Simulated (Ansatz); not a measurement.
**PbSe (CsCl type): the equilibrium volume**

Aim: the volume at which the pressure of PbSe (CsCl type) vanishes. The cell was built by placing the elements on the sites of a structure type; the runs don't test whether it is the stable form.

Method: DFT PBE, scalar-relativistic, plane waves, PAW, in Ansatz 0.2.0.

2 further runs of the same task are left out: 1 that didn't finish, 1 set aside as unsound or not needed.

**1. The starting structure**

Symmetry: Pm-3m, No. 221, cubic system. Conventional cell: a = 3.774 Å, b = 3.774 Å, c = 3.774 Å, α = 90.00°, β = 90.00°, γ = 90.00°. Around Pb (site symmetry m-3m) lie 8 Se at 3.27 Å. Se (site symmetry m-3m) has 8 Pb at 3.27 Å in its first shell of neighbours.

Structure file:

```
CELL_PARAMETERS angstrom
3.77387 0.00000 0.00000
0.00000 3.77387 0.00000
0.00000 0.00000 3.77387
ATOMIC_POSITIONS crystal
Pb 0.00000 0.00000 0.00000
Se 0.50000 0.50000 0.50000
```

**2. The first run**

Input file input.yaml:

```yaml
crystal:
  lattice:
    - [3.7738731286, 0.0, 0.0]
    - [0.0, 3.7738731286, 0.0]
    - [0.0, 0.0, 3.7738731286]
  atoms:
    - { symbol: Pb, position: [0.0, 0.0, 0.0] }
    - { symbol: Se, position: [0.5, 0.5, 0.5] }
basis:
  ecutwfc: 420
  ecutrho_ratio: 4
kpoints:
  mp_grid: { grid: [10, 10, 10] }
hamiltonian:
  xc: pbe
scf:
  occupations: { method: gaussian, width: 0.05 }
output:
  forces: true
  stress: true
  eigenvalues: true
```

Launch:

```bash
> ansatz run input.yaml --threads 2 --pin off --max-ram 2662MiB --backend cpu --events-out ev --progress --plain --runs-dir out
```

The runs that follow: Next volume: 26.981 Å³/atom; A step to a new volume.

Q: Predict the outcome of this session. Wanted: volume; pressure; conventional cell; gap on the mesh.

**Answer**, as computed:

| quantity | value |
| --- | --- |
| volume | 27.069 Å³/atom |
| pressure | 0.00 GPa |
| conventional cell | a = 3.783 Å, b = 3.783 Å, c = 3.783 Å, α = 90.00°, β = 90.00°, γ = 90.00° |
| gap on the mesh | none (metal) |

What this shows: Over the 3 runs shown the cell moved from 26.87 to 27.07 Å³/atom, a change of +0.7 %, where the pressure is zero within 0.01 GPa. Spin–orbit coupling is left out, though the cell holds Pb; in elements this heavy it can shift levels and gaps by tenths of an eV. No dispersion term is included, so distances between weakly bound layers or units are the least certain numbers.
